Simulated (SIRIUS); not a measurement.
# Si (Fd-3m) in SIRIUS: equation of state

How stiff is Si in PBEsol, and what volume does it want? The cell is scaled to several volumes.

Everything below comes from runs of SIRIUS 7.10.0. Logs are shortened: lines on timing, memory, paths and dates and some standing lists are left out, and cuts for length are marked. The log counts tension as positive stress, the text compression.

## Step 1: The crystal as given

It takes space group Fd-3m (No. 227, cubic). The conventional cell has a = 5.444 Å, b = 5.444 Å, c = 5.444 Å, α = 90.00°, β = 90.00°, γ = 90.00°. Si (site symmetry -43m) is surrounded by 4 Si at 2.36 Å.

## Step 2: Single point, PBEsol, 18.95 Å³/atom (volume scaled by 0.94)

sirius.json reads:

```json
{
  "control": {
    "processing_unit": "cpu",
    "verbosity": 2,
    "num_bands_to_print": 10,
    "print_forces": true,
    "print_stress": true
  },
  "parameters": {
    "electronic_structure_method": "pseudopotential",
    "xc_functionals": ["XC_GGA_X_PBE_SOL", "XC_GGA_C_PBE_SOL"],
    "gk_cutoff": 6.0,
    "pw_cutoff": 12.0,
    "ngridk": [8, 8, 8],
    "shiftk": [0, 0, 0],
    "smearing": "fermi_dirac",
    "smearing_width": 0.0018374661,
    "num_bands": 10,
    "num_mag_dims": 0,
    "num_dft_iter": 100,
    "energy_tol": 1e-08,
    "density_tol": 1e-06
  },
  "iterative_solver": {
    "type": "davidson",
    "min_tolerance": 1e-09,
    "tolerance_scale": [0.1, 0.25]
  },
  "mixer": {
    "type": "anderson",
    "beta": 0.7,
    "max_history": 8
  },
  "settings": {
    "tol_ne": 1e-10,
    "pseudo_grid_cutoff": 6.5
  },
  "unit_cell": {
    "lattice_vectors": [
      [0.0, 5.038553356729, 5.038553356729],
      [5.038553356729, 0.0, 5.038553356729],
      [5.038553356729, 5.038553356729, 0.0]
    ],
    "atom_coordinate_units": "lattice",
    "atom_types": ["Si"],
    "atom_files": {
      "Si": "Si.json"
    },
    "atoms": {
      "Si": [
        [0.5, 0.5, 0.5],
        [0.75, 0.75, 0.75]
      ]
    }
  }
}
```

Potentials or basis: PseudoDojo 0.4.1 PBEsol standard (scalar relativistic).

On the command line:

```bash
$ upf_to_json Si.upf
$ OMP_NUM_THREADS=1 sirius.scf --input=sirius.json --output=out.json --task=0
```

The program printed:

```text
[info] SIRIUS version : 7.10.0
[info] number of MPI ranks           : 1
[info] MPI grid                      : 1 1
[info] maximum number of OMP threads : 1
[fft] FFT context for density and potential
[fft] =====================================
[fft]   comm size                             : 1
[fft]   plane wave cutoff                     : 12
[fft]   grid size                             : 30 30 30   total : 27000
[fft]   grid limits                           : -14 15   -14 15   -14 15
[fft]   number of G-vectors within the cutoff : 3696
[fft]   local number of G-vectors             : 3696
[fft]   number of G-shells                    : 233
[fft] FFT context for coarse grid
[fft] =====================================
[fft]   comm size                             : 1
[fft]   plane wave cutoff                     : 12
[fft]   grid size                             : 30 30 30   total : 27000
[fft]   grid limits                           : -14 15   -14 15   -14 15
[fft]   number of G-vectors within the cutoff : 3696
[fft]   local number of G-vectors             : 3696
[fft]   number of G-shells                    : 233
[unit cell] lattice vectors
[unit cell]   a1 :       0.0000000000      5.0385533567      5.0385533567
[unit cell]   a2 :       5.0385533567      0.0000000000      5.0385533567
[unit cell]   a3 :       5.0385533567      5.0385533567      0.0000000000
[unit cell] reciprocal lattice vectors
[unit cell]   b1 :      -0.6235108435      0.6235108435      0.6235108435
[unit cell]   b2 :       0.6235108435     -0.6235108435      0.6235108435
[unit cell]   b3 :       0.6235108435      0.6235108435     -0.6235108435
[unit cell] unit cell volume :       255.82770896 [a.u.^3]
[unit cell] 1/sqrt(omega)    :         0.06252104
[unit cell] MT volume        :         0.00000000 ( 0.00%)
[unit cell] IT volume        :       255.82770896 (100.00%)
[unit cell] number of atom types : 1
[unit cell] type id : 0 symbol : Si mt_radius :  15.090000 num_atoms : 2
[unit cell] total number of atoms : 2
[unit cell] number of symmetry classes : 1
[unit cell] number of PAW atoms : 0
[unit cell] atom id  type id  class id             position                      vector_field
[unit cell] ------------------------------------------------------------------------------------------
[unit cell]      0        0        0      0.50000   0.50000   0.50000      0.00000   0.00000   0.00000
[unit cell]      1        0        0      0.75000   0.75000   0.75000      0.00000   0.00000   0.00000
[unit cell] atom id         position (Cartesian, a.u.)
[unit cell] ---------------------------------------------
[unit cell]      0       5.038553    5.038553    5.038553
[unit cell]      1       7.557830    7.557830    7.557830
[unit cell] class id : 0 atom id : 0 1
[unit cell] minimum bond length:     4.363515
[unit cell] total number of pseudo wave-functions: 8
[sym] space group number   : 227
[sym] international symbol : Fd-3m
[sym] Hall symbol          : F 4d 2 3 -1d
[sym] space group transformation matrix :
[sym]   0.0000  0.5000  0.5000
[sym]   0.5000  0.0000  0.5000
[... 181 lines left out ...]
[find] Efermi                         :       0.25575954
[find] iteration : 2, RMS : 1.559475761073e-04, energy difference : -2.116584633161e-04
[find] Hartree energy of density residual : 1.009173833762e-07
[find] | SCF iteration   3 out of 100|
[diagonalize] iterative solver tolerance (occupied, empty): 1.55948e-05 1.55948e-05
[diagonalize] average number of iterations: 4.82759
[find] Total energy                   :      -8.46149939 (Ha),     -16.92299879 (Ry)
[find] Free energy (E-TS)             :      -8.46150513 (Ha),     -16.92301026 (Ry)
[find] band gap (eV)                  :       0.41677633
[find] Efermi                         :       0.25548055
[find] iteration : 3, RMS : 2.634428060999e-05, energy difference : -2.599340493425e-05
[find] Hartree energy of density residual : 7.317307664671e-08
[find] | SCF iteration   4 out of 100|
[diagonalize] iterative solver tolerance (occupied, empty): 2.63443e-06 2.63443e-06
[... 28 lines left out ...]
[find] Total energy                   :      -8.46150473 (Ha),     -16.92300945 (Ry)
[find] Free energy (E-TS)             :      -8.46151053 (Ha),     -16.92302106 (Ry)
[find] band gap (eV)                  :       0.41530456
[find] Efermi                         :       0.25552714
[find] iteration : 7, RMS : 6.865032944183e-07, energy difference : -2.683841771045e-08
[find] Hartree energy of density residual : 5.105189160088e-11
[find] | SCF iteration   8 out of 100|
[diagonalize] iterative solver tolerance (occupied, empty): 1.02907e-08 1.02907e-08
[diagonalize] average number of iterations: 3.06897
[find] Total energy                   :      -8.46150473 (Ha),     -16.92300946 (Ry)
[find] Free energy (E-TS)             :      -8.46151054 (Ha),     -16.92302108 (Ry)
[find] band gap (eV)                  :       0.41526477
[find] Efermi                         :       0.25552776
[find] iteration : 8, RMS : 3.297723073637e-07, energy difference : -5.139382253105e-09
[find] Hartree energy of density residual : 1.758410497052e-11
[find] bands are converged : false
[find] iterative solver converged : false
[find] +------------------------------+
[find] | SCF iteration   9 out of 100|
[find] +------------------------------+
[diagonalize] iterative solver tolerance (occupied, empty): 2.57268e-09 2.57268e-09
[diagonalize] average number of iterations: 2.34483
[diagonalize] Lowest band energies
[diagonalize] ik:    0   -0.206116    0.248752    0.248752    0.248752    0.341853    0.341853    0.341853    0.392800    0.540696    0.663935
[diagonalize] ik:    1   -0.198234    0.188455    0.237367    0.237367    0.343525    0.358454    0.358454    0.438165    0.513575    0.513575
[diagonalize] ik:    2   -0.175178    0.099347    0.219236    0.219236    0.327240    0.377297    0.377297    0.512234    0.512234    0.516018
[diagonalize] ik:    3   -0.140255    0.021326    0.206843    0.206843    0.314034    0.373074    0.373074    0.535349    0.566710    0.566710
[diagonalize] ik:    4   -0.114635   -0.019019    0.202639    0.202639    0.309376    0.368112    0.368112    0.527765    0.640694    0.675393
[diagonalize] ...
[diagonalize] ik:   24   -0.105715    0.025713    0.116535    0.140013    0.316313    0.340875    0.464749    0.550288    0.632708    0.632891
[diagonalize] ik:   25   -0.071194   -0.011958    0.088681    0.132047    0.332424    0.403950    0.446598    0.527780    0.565413    0.666057
[diagonalize] ik:   26   -0.084826    0.001943    0.081989    0.146957    0.351127    0.415901    0.442246    0.510590    0.546739    0.596629
[diagonalize] ik:   27   -0.042523   -0.042523    0.114198    0.114198    0.316128    0.316128    0.543777    0.543777    0.647422    0.647422
[diagonalize] ik:   28   -0.038710   -0.038710    0.096341    0.096341    0.402308    0.402308    0.437120    0.437120    0.648043    0.648043
[find] Charges and magnetic moments
[find] --------------------------------------------------------------------------------
[find] total charge          : 8.000000
[find] Energy
[find] --------------------------------------------------------------------------------
[find] valence_eval_sum               :       0.44552058
[find] <rho|V^{XC}>                   :      -3.26685127
[find] <rho|E^{XC}>                   :      -3.10632154
[find] <mag|B^{XC}>                   :       0.00000000
[find] <rho|V^{H}>                    :       1.02925250
[find] one-electron contribution      :       2.68311935 (Ha),       5.36623869 (Ry)
[find] hartree contribution           :       0.51462625
[find] xc contribution                :      -3.10632154
[find] ewald contribution             :      -8.55292805
[find] PAW contribution               :       0.00000000
[find] smearing (-TS)                 :      -0.00000581
[find] SCF correction                 :      -0.00000073
[find] Total energy                   :      -8.46150473 (Ha),     -16.92300947 (Ry)
[find] Free energy (E-TS)             :      -8.46151054 (Ha),     -16.92302108 (Ry)
[find] band gap (eV)                  :       0.41528758
[find] Efermi                         :       0.25552725
[find] iteration : 9, RMS : 2.946920703377e-07, energy difference : -2.004957977420e-09
[find] Hartree energy of density residual : 3.051694780433e-11
[find] bands are converged : true
[find] iterative solver converged : true
[find] converged after 10 SCF iterations!
[find] Charges and magnetic moments
[find] --------------------------------------------------------------------------------
[find] total charge          : 8.000000
[find] Energy
[find] --------------------------------------------------------------------------------
[find] valence_eval_sum               :       0.44552058
[find] <rho|V^{XC}>                   :      -3.26685127
[find] <rho|E^{XC}>                   :      -3.10632154
[find] <mag|B^{XC}>                   :       0.00000000
[find] <rho|V^{H}>                    :       1.02925250
[find] one-electron contribution      :       2.68311935 (Ha),       5.36623869 (Ry)
[find] hartree contribution           :       0.51462625
[find] xc contribution                :      -3.10632154
[find] ewald contribution             :      -8.55292805
[find] PAW contribution               :       0.00000000
[find] smearing (-TS)                 :      -0.00000581
[find] SCF correction                 :      -0.00000073
[find] Total energy                   :      -8.46150473 (Ha),     -16.92300947 (Ry)
[find] Free energy (E-TS)             :      -8.46151054 (Ha),     -16.92302108 (Ry)
[find] band gap (eV)                  :       0.41528758
[find] Efermi                         :       0.25552725
[ground_state] === stress tensor components [kbar] ===
[ground_state] === stress_kin ===
[ground_state] -2401.267229   -0.000000    0.000000
[ground_state]    -0.000000-2401.267229    0.000000
[ground_state]     0.000000    0.000000-2401.267229
[ground_state] === stress_har ===
[ground_state]  -197.278930   -0.000000    0.000000
[ground_state]    -0.000000 -197.278930    0.000000
[ground_state]     0.000000    0.000000 -197.278930
[ground_state] === stress_ewald ===
[ground_state]  3278.714401    0.000000   -0.000000
[ground_state]     0.000000 3278.714401   -0.000000
[ground_state]    -0.000000   -0.000000 3278.714401
[ground_state] === stress_vloc ===
[ground_state]   243.442492    0.000000    0.000000
[ground_state]     0.000000  243.442492   -0.000000
[ground_state]     0.000000   -0.000000  243.442492
[ground_state] === stress_xc ===
[ground_state]   184.365936    0.000000   -0.000000
[ground_state]     0.000000  184.365936   -0.000000
[ground_state]    -0.000000   -0.000000  184.365936
[ground_state] === stress_core ===
[ground_state]   835.704381    0.000000   -0.000000
[ground_state]     0.000000  835.704381   -0.000000
[ground_state]    -0.000000   -0.000000  835.704381
[ground_state] === stress_nonloc ===
[ground_state] -2001.262807   -0.000000   -0.000000
[ground_state]    -0.000000-2001.262807    0.000000
[ground_state]    -0.000000    0.000000-2001.262807
[ground_state] === stress_us_nl ===
[ground_state] -2001.262807   -0.000000   -0.000000
[ground_state]    -0.000000-2001.262807    0.000000
[ground_state]    -0.000000    0.000000-2001.262807
[ground_state] === stress_total ===
[ground_state]   -57.581757   -0.000000    0.000000
[ground_state]    -0.000000  -57.581757    0.000000
[ground_state]     0.000000    0.000000  -57.581757
[ground_state] ==== total Forces in Ha/bohr =====
[ground_state] atom:    0, force:      -0.0000000     -0.0000000     -0.0000000
[ground_state] atom:    1, force:       0.0000000      0.0000000      0.0000000
[ground_state] ==== ultrasoft contribution from Qij =====
[... 5 lines left out ...]
[ground_state] ==== contribution from local potential =====
[ground_state] atom:    0, force:       0.0000000      0.0000000      0.0000000
[ground_state] atom:    1, force:       0.0000000     -0.0000000     -0.0000000
[ground_state] ==== contribution from core density =====
[ground_state] atom:    0, force:      -0.0000000     -0.0000000     -0.0000000
[ground_state] atom:    1, force:       0.0000000      0.0000000      0.0000000
[ground_state] ==== Ewald forces from ions =====
[ground_state] atom:    0, force:      -0.0000000     -0.0000000     -0.0000000
[ground_state] atom:    1, force:       0.0000000      0.0000000      0.0000000
[~DFT_ground_state] local op. applied: 7666
[~DFT_ground_state] evp. work count: 3374.05
[~DFT_ground_state] number of iterative solver steps: 1023
```

Wall time 7.7 s (1 thread of Arm Neoverse V1, shared host); peak memory 0.17 GiB.

Results:

| Quantity | Value |
| --- | --- |
| Free energy | -230.2494 eV |
| Pressure | 5.8 GPa |
| Band gap on the k mesh | 0.42 eV |

## Step 3: Single point, PBEsol, 19.36 Å³/atom (volume scaled by 0.96)

sirius.json, as its differences from that of step 2:

```diff
@@ -39,5 +39,5 @@
     "lattice_vectors": [
-      [0.0, 5.038553356729, 5.038553356729],
-      [5.038553356729, 0.0, 5.038553356729],
-      [5.038553356729, 5.038553356729, 0.0]
+      [0.0, 5.074037295972, 5.074037295972],
+      [5.074037295972, 0.0, 5.074037295972],
+      [5.074037295972, 5.074037295972, 0.0]
     ],
```

Potentials or basis: PseudoDojo 0.4.1 PBEsol standard (scalar relativistic).

On the command line:

```bash
$ upf_to_json Si.upf
$ OMP_NUM_THREADS=1 sirius.scf --input=sirius.json --output=out.json --task=0
```

Run time: 7.7 s. Hardware: 1 thread of Arm Neoverse V1, shared host; peak memory 0.17 GiB.

Results (log left out):

```
Free energy            : -230.2725 eV
Pressure               : 3.4 GPa
Band gap on the k mesh : 0.45 eV
```

## Step 4: Single point, PBEsol, 19.76 Å³/atom (volume scaled by 0.98)

sirius.json, as its differences from that of step 3:

```diff
@@ -39,5 +39,5 @@
     "lattice_vectors": [
-      [0.0, 5.074037295972, 5.074037295972],
-      [5.074037295972, 0.0, 5.074037295972],
-      [5.074037295972, 5.074037295972, 0.0]
+      [0.0, 5.109031762321, 5.109031762321],
+      [5.109031762321, 0.0, 5.109031762321],
+      [5.109031762321, 5.109031762321, 0.0]
     ],
```

On the command line:

```bash
$ upf_to_json Si.upf
$ OMP_NUM_THREADS=1 sirius.scf --input=sirius.json --output=out.json --task=0
```

Run time: 8 s. Hardware: 1 thread of Arm Neoverse V1, shared host; peak memory 0.18 GiB.

It converged, with:

* Free energy: -230.2842 eV
* Pressure: 1.3 GPa
* Band gap on the k mesh: 0.49 eV

(Continued in part 2 of 2.)
